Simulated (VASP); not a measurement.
# CdS (Greenockite) (P6_3mc) in VASP: single point with PBE

Aim: the single point of CdS (Greenockite) with PBE.

Everything below comes from runs of VASP 6.6.1. Logs are shortened: lines on timing, memory, paths and dates and some standing lists are left out, and cuts for length are marked.

**The experiment to reproduce.**

From “Isotope dependence of band-gap energy”, 2008, arxiv:0807.2152, for a bulk crystal of CdS: band gap 2.5809 ± 0.0002 eV.

How close the calculation comes is told below.

### Step 1. Starting point

Symmetry: P6_3mc, No. 186, hexagonal system. The conventional cell has a = 4.150 Å, b = 4.150 Å, c = 6.737 Å, α = 90.00°, β = 90.00°, γ = 120.00°. Cd (site symmetry 3m) is surrounded by 4 S at 2.53 to 2.54 Å. S (site symmetry 3m) is surrounded by 4 Cd at 2.53 to 2.54 Å.

### Step 2. Single point, PBE

INCAR

```
SYSTEM = CdS
PREC = Accurate
ENCUT = 520
EDIFF = 1E-6
ISMEAR = 0
SIGMA = 0.01
LREAL = .FALSE.
LASPH = .TRUE.
NELM = 100
ALGO = Fast
ISIF = 2
LWAVE = .FALSE.
LCHARG = .FALSE.
GGA = PE
NBANDS = 26
```

KPOINTS

```
Automatic mesh
0
G
  5 5 3
  0 0 0
```

POSCAR

```
CdS
1.0
    4.1500000000      0.0000000000      0.0000000000
   -2.0750000000      3.5940054300      0.0000000000
    0.0000000000      0.0000000000      6.7370000000
Cd S
2 2
Direct
    0.3333333300      0.6666666700      0.0000000000
    0.6666666700      0.3333333300      0.5000000000
    0.3333333300      0.6666666700      0.3750000000
    0.6666666700      0.3333333300      0.8750000000
```

Potentials or basis: VASP PAW PBE potentials, release 64 (Cd, S).

The run is started by

```bash
$ cat potpaw_PBE.64/Cd/POTCAR potpaw_PBE.64/S/POTCAR > POTCAR
$ mpirun -np 1 vasp_std > vasp.out
```

OUTCAR:

```text
SYSTEM = CdS
   PREC = Accurate
   ENCUT = 520
   EDIFF = 1E-6
   ISMEAR = 0
   LREAL = .FALSE.
   LASPH = .TRUE.
   NELM = 100
   ISIF = 2
   GGA = PE

 ion  position               nearest neighbor table
   1  0.333  0.667  0.000-   3 2.53   4 2.54   4 2.54   4 2.54
   2  0.667  0.333  0.500-   4 2.53   3 2.54   3 2.54   3 2.54
   3  0.333  0.667  0.375-   1 2.53   2 2.54   2 2.54   2 2.54
   4  0.667  0.333  0.875-   2 2.53   1 2.54   1 2.54   1 2.54

  LATTYP: Found a hexagonal cell.
 ALAT       =     4.1500000000
 C/A-ratio  =     1.6233734940

  Lattice vectors:

 A1 = (   4.1500000000,   0.0000000000,   0.0000000000)
 A2 = (  -2.0750000000,   3.5940054300,   0.0000000000)
 A3 = (   0.0000000000,   0.0000000000,   6.7370000000)

Analysis of symmetry for initial positions (statically):
=====================================================================
 Subroutine PRICEL returns:
 Original cell was already a primitive cell.

 Routine SETGRP: Setting up the symmetry group for a
 hexagonal supercell.

 Subroutine GETGRP returns: Found 12 space group operations
 (whereof  6 operations were pure point group operations)
 out of a pool of 24 trial point group operations.

The static configuration has the point symmetry C_3v.
 The point group associated with its full space group is C_6v.

Analysis of symmetry for dynamics (positions and initial velocities):
=====================================================================
 Subroutine PRICEL returns:
 Original cell was already a primitive cell.

 Routine SETGRP: Setting up the symmetry group for a
 hexagonal supercell.

 Subroutine GETGRP returns: Found 12 space group operations
 (whereof  6 operations were pure point group operations)
 out of a pool of 24 trial point group operations.

The dynamic configuration has the point symmetry C_3v.
 The point group associated with its full space group is C_6v.

 Subroutine INISYM returns: Found 12 space group operations
 (whereof  6 operations are pure point group operations),
 and found     1 'primitive' translations

----------------------------------------------------------------------------------------

                                     Primitive cell

  volume of cell :     100.4832

  direct lattice vectors                    reciprocal lattice vectors
     4.150000000  0.000000000  0.000000000     0.240963855  0.139120547  0.000000000
    -2.075000000  3.594005430  0.000000000     0.000000000  0.278241093  0.000000000
     0.000000000  0.000000000  6.737000000     0.000000000  0.000000000  0.148434021

[... 75 lines left out ...]
   NSW    =      0    number of steps for IOM
   IBRION =     -1    ionic relax: 0-MD 1-quasi-New 2-CG
   NFREE  =      0    steps in history (QN), initial steepest desc. (CG)
   ISIF   =      2    stress and relaxation
   ISYM   =      2    0-nonsym 1-usesym 2-fastsym
   POTIM  = 0.5000    time-step for ionic-motion
   TEBEG  =    0.0;   TEEND  =   0.0 temperature during run
   PSTRESS=    0.0 pullay stress
   NELECT =      36.0000    total number of electrons
   NUPDOWN=      -1.0000    fix difference up-down
   EMIN   =  10.00;   EMAX   =-10.00  energy-range for DOS
   EFERMI =   0.00;   METHOD = LEGACY
   ISMEAR =     0;   SIGMA  =   0.01  broadening in eV -4-tet -1-fermi 0-gaus
   EFERMI_NEDOS =   21; number of points for ismear=-14 and -15
   IALGO  =     68    algorithm
   IMIX   =      4    mixing-type and parameters
     AMIX     =   0.40;   BMIX     =  1.00
     AMIX_MAG =   1.60;   BMIX_MAG =  1.00
  volume/ion in A,a.u.               =      25.12       169.52
  Fermi-wavevector in a.u.,A,eV,Ry     =   1.162727  2.197236 18.394190  1.351935
  Thomas-Fermi vector in A             =   2.299285
   LORBIT       =      0    0 simple, 1 ext, 2 COOP (PROOUT), +10 PAW based schemes
   GGA     = PE    functional components
   LHFCALC =     F    Hartree Fock is set to
   AEXX    =    0.0000 exact exchange contribution
   IVDW    =     0    specifies the selected vdW correction
   LEPSILON=     F    determine dielectric tensor
   LRPA    =     F    only Hartree local field effects (RPA)
 non-spin polarized calculation
 RMM-DIIS sequential band-by-band and
 Gauss-broadening in eV      SIGMA  =   0.01
  energy-cutoff  :      520.00
  volume of cell :      100.48
 maximum number of plane-waves:      2731
 NGX is ok and might be reduce to    32
   NGX = 15   NGY = 15   NGZ = 25

 number of electron      35.9999997 magnetization

 Free energy of the ion-electron system (eV)
  ---------------------------------------------------
  ext. energy  EPLUGINS =         0.00000000
  ---------------------------------------------------
  free energy    TOTEN  =       -12.25851628 eV

  energy without entropy =      -12.25851628  energy(sigma->0) =      -12.25851628

 E-fermi :   1.2682     XC(G=0):  -9.0834

 val. band max:        1.2096644386   @ k =   0.0000   0.0000   0.0000
 cond. band min:       2.4065555489   @ k =   0.0000   0.0000   0.0000
 fundamental gap:      1.1968911103
 Fermi energy:         1.2681856119

 k-point     1 :       0.0000    0.0000    0.0000
  band No.  band energies     occupation
      1     -11.0867      2.00000
      2     -10.6618      2.00000
      3      -6.4673      2.00000
      4      -6.4451      2.00000
      5      -6.4451      2.00000
      6      -6.3598      2.00000
[... 279 lines left out ...]
     25       9.8917      0.00000
     26      10.3347      0.00000

------------------------ aborting loop because EDIFF is reached ----------------------------------------

  FORCE on cell =-STRESS in cart. coord.  units (eV):
  Direction    XX          YY          ZZ          XY          YZ          ZX
  --------------------------------------------------------------------------------------
  -------------------------------------------------------------------------------------
  Total        1.3966444      1.3966444      1.7777106      0.0000000      0.0000000      0.0000000
  in kB       22.2691196     22.2691196     28.3451176      0.0000000      0.0000000      0.0000000
  external PRESSURE =      24.2944522 kB  Pullay stress =       0.0000000 kB

 VOLUME and BASIS-vectors are now :
 -----------------------------------------------------------------------------
  energy-cutoff  :      520.00
  volume of cell :      100.48
      direct lattice vectors                 reciprocal lattice vectors
     4.150000000  0.000000000  0.000000000     0.240963855  0.139120547  0.000000000
    -2.075000000  3.594005430  0.000000000     0.000000000  0.278241093  0.000000000
     0.000000000  0.000000000  6.737000000     0.000000000  0.000000000  0.148434021

 POSITION                                       TOTAL-FORCE (eV/Angst)
 -----------------------------------------------------------------------------------
     -0.00000      2.39600      0.00000         0.000000      0.000000     -0.066493
      2.07500      1.19800      3.36850        -0.000000     -0.000000     -0.066493
     -0.00000      2.39600      2.52637         0.000000     -0.000000      0.066493
      2.07500      1.19800      5.89487        -0.000000      0.000000      0.066493
 -----------------------------------------------------------------------------------
    total drift:                               -0.000015      0.000008     -0.000712

  FREE ENERGIE OF THE ION-ELECTRON SYSTEM (eV)
  ---------------------------------------------------
  free  energy   TOTEN  =       -12.2585162843 eV

  energy  without entropy=      -12.2585162843  energy(sigma->0) =      -12.25851628
```

It took 26 s on 1 thread of Intel Xeon Platinum 8488C (Sapphire Rapids), shared host; peak memory 0.21 GiB.

Results:

* Free energy: -12.2585 eV
* Pressure: 2.4 GPa
* Largest force: 0.066 eV/Å
* Band gap on the k mesh: 1.20 eV, direct

Forces on the atoms (eV/Å):
```
Cd   0.000  0.000 -0.066
Cd   0.000  0.000 -0.066
S    0.000  0.000  0.066
S    0.000  0.000  0.066
```

Stress tensor (GPa, compression positive):
```
2.23 0.00 0.00
0.00 2.23 0.00
0.00 0.00 2.83
```

Levels at points of the mesh, in eV from the valence-band top:
```csv
k point,band 15,band 16,band 17,band 18,band 19,band 20,band 21,band 22
"(0.00, 0.00, 0.00)",-0.76,-0.04,0.00,0.00,1.20,2.79,6.47,6.47
```

### Step 3. Against experiment

Step 2. Against the measured gap of CdS, 2.5809 eV (quoted in “Isotope dependence of band-gap energy”, 2008, arxiv:0807.2152), the calculated 1.20 eV is off by -1.38 eV. So large a miss can be the level of theory's own, or it may mean another phase, state or a wrong row. Spin-orbit coupling on Cd is left out. The value is that of PBE, without temperature or zero-point motion. Semilocal functionals fall short of measured gaps as a rule.
